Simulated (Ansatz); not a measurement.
One change: `CCC(F)(F)F` becomes `FC(F)F`.

Ansatz, PBE0-D4/def2-TZVP geometries, multiplicity 1. 

```
                                                                                  property  `CCC(F)(F)F`
                                                        HOMO energy (PBE0/def2-TZVPP) / eV        -10.25
                                                       HOMO–LUMO gap (PBE/def2-TZVPP) / eV          9.03
ideal-gas entropy at 298 K and 1 bar (rigid rotor, harmonic PBE0-D4/def2-TZVP) / J/(mol·K)           326
                                                     HOMO–LUMO gap (B3LYP/def2-TZVPP) / eV         10.90
                                                     HOMO energy (ωB97M-V/def2-TZVPP) / eV        -12.63
                                            size of the dipole moment (PBE/def2-TZVPP) / D          2.23
```

Question: Give the same properties after the change, and the shifts. (Estimate.)

Answer: The calculation gave: 
```csv
property,`FC(F)F`,shift
HOMO energy (PBE0/def2-TZVPP) / eV,-11.34,-1.09
HOMO–LUMO gap (PBE/def2-TZVPP) / eV,10.56,1.53
"ideal-gas entropy at 298 K and 1 bar (rigid rotor, harmonic PBE0-D4/def2-TZVP) / J/(mol·K)",259,-67
HOMO–LUMO gap (B3LYP/def2-TZVPP) / eV,12.64,1.74
HOMO energy (ωB97M-V/def2-TZVPP) / eV,-13.80,-1.17
size of the dipole moment (PBE/def2-TZVPP) / D,1.43,-0.80
```

With PBE0 the HOMO falls by 1.09 eV and the LUMO rises by 0.76 eV, so the gap widens by about 1.85 eV. PBE moves the HOMO by -0.81 eV and ωB97M-V by -1.17 eV. The zero-point energy changes by -146.6 kJ/mol with -18 modes. Dipoles are sizes alone; their direction can turn.

B3LYP here is the variant with VWN-RPA as its local correlation; programs differ in this.

Positive LUMOs are unbound, so they and the gaps depend on the basis.
